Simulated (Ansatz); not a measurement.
# Al: the cost of one run

Method: DFT PBE, scalar-relativistic, plane waves, PAW, in Ansatz 0.2.0.

## Step 1: The system as given

The structure is orthorhombic, space group Pmma (No. 51). The conventional cell has a = 5.326 Å, b = 6.758 Å, c = 4.886 Å, α = 90.00°, β = 90.00°, γ = 90.00°. Al (site symmetry m) is surrounded by 5 Al at 2.29 to 2.47 Å. Al (site symmetry 2) is surrounded by 5 Al at 2.47 to 2.66 Å.

As a file:

```cif
data_structure
_symmetry_space_group_name_H-M 'Pmma'
_symmetry_Int_Tables_number 51
_cell_length_a 5.3261
_cell_length_b 6.7580
_cell_length_c 4.8855
_cell_angle_alpha 90.000
_cell_angle_beta 90.000
_cell_angle_gamma 90.000
_cell_volume 175.85
loop_
_atom_site_label
_atom_site_type_symbol
_atom_site_symmetry_multiplicity
_atom_site_Wyckoff_symbol
_atom_site_fract_x
_atom_site_fract_y
_atom_site_fract_z
_atom_site_occupancy
Al1 Al 4 i 0.46496 0.00000 0.74997 1
Al2 Al 4 g 0.00000 0.31719 0.00000 1
```

A structure generator made this guess: 5-connected net of one element (Pmma, No. 51). The dimensions are guesses.

## Step 2: The guess as it stands, on a coarse mesh

input.yaml reads:

```yaml
crystal:
  lattice:
    - [5.32609224, 0.0, 0.0]
    - [0.0, 6.75800509, 0.0]
    - [0.0, 0.0, 4.88553046]
  atoms:
    - { symbol: Al, position: [0.46495637, 0.0, 0.74996644] }
    - { symbol: Al, position: [0.03504363, 0.0, 0.74996644] }
    - { symbol: Al, position: [0.53504363, 0.0, 0.25003356] }
    - { symbol: Al, position: [0.96495637, 0.0, 0.25003356] }
    - { symbol: Al, position: [0.0, 0.31719465, 0.0] }
    - { symbol: Al, position: [0.5, 0.68280535, 0.0] }
    - { symbol: Al, position: [0.0, 0.68280535, 0.0] }
    - { symbol: Al, position: [0.5, 0.31719465, 0.0] }
basis:
  ecutwfc: 420
kpoints:
  mp_grid: { grid: [4, 4, 4] }
hamiltonian:
  xc: pbe
scf:
  occupations: { method: gaussian, width: 0.1 }
  lower_state_search: "off"
output:
  forces: true
  stress: true
  eigenvalues: true
```

The run is started by

```sh
> ansatz run input.yaml --threads 1 --pin off --max-ram 2560MiB --backend cpu --events-out ev --progress --plain --runs-dir out
```

**Question.** How long does this run take on 1 thread of AMD EPYC 7R43 (Zen 3), shared host, and how much memory does it need?

About 9.7 s, with a peak of 0.41 GiB.
